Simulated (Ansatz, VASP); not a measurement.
# One calculation of CuI2, two programs

```xyz
3
Lattice="0.0000 3.5113 3.5113 3.5113 0.0000 3.5113 3.5113 3.5113 0.0000" Properties=species:S:1:pos:R:3 pbc="T T T"
Cu    0.0000    0.0000    0.0000
I     1.7556    1.7556    1.7556
I     5.2669    5.2669    5.2669
```

The cell comes from a database or a generator and needn't be the stable form of this composition.

Alike in both runs: task single point; functional LDA; k mesh 5 × 5 × 5; occupations gaussian, width 0.05 eV; no spin polarisation.

|  | VASP | Ansatz |
| --- | --- | --- |
| version | VASP 6.6.1 | Ansatz 0.2.0 |
| potentials or method | VASP PAW LDA potentials, release 64 (Cu, I) | Ansatz PAW |
| plane-wave cutoff (eV) | 520 | 420 |
| valence electrons in the cell | 25 | 53 |

VASP gave:

* gap on the k mesh at the Fermi level (eV): none
* pressure (GPa): -1.8

Estimate Ansatz's values.

gap on the k mesh at the Fermi level (eV): none; pressure (GPa): -2.0.

A gap of «none» marks a metal or a gap that the smearing closes. The two sets of potentials don't hold the same shells in valence.

Caveats: an odd number of electrons without spin polarisation forces a metal; a magnetic or distorted state may lie lower; the run has no spin polarisation, though such a crystal can be magnetic; semilocal functionals often make such compounds metallic where correlation or magnetic order opens a gap, which also shifts bond lengths; the PAW data sets come from PBE, with cores solved anew for the run's functional, which leaves a small shift of forces and pressure (Ansatz). The runs have no spin-orbit coupling, so splittings on I are missing.
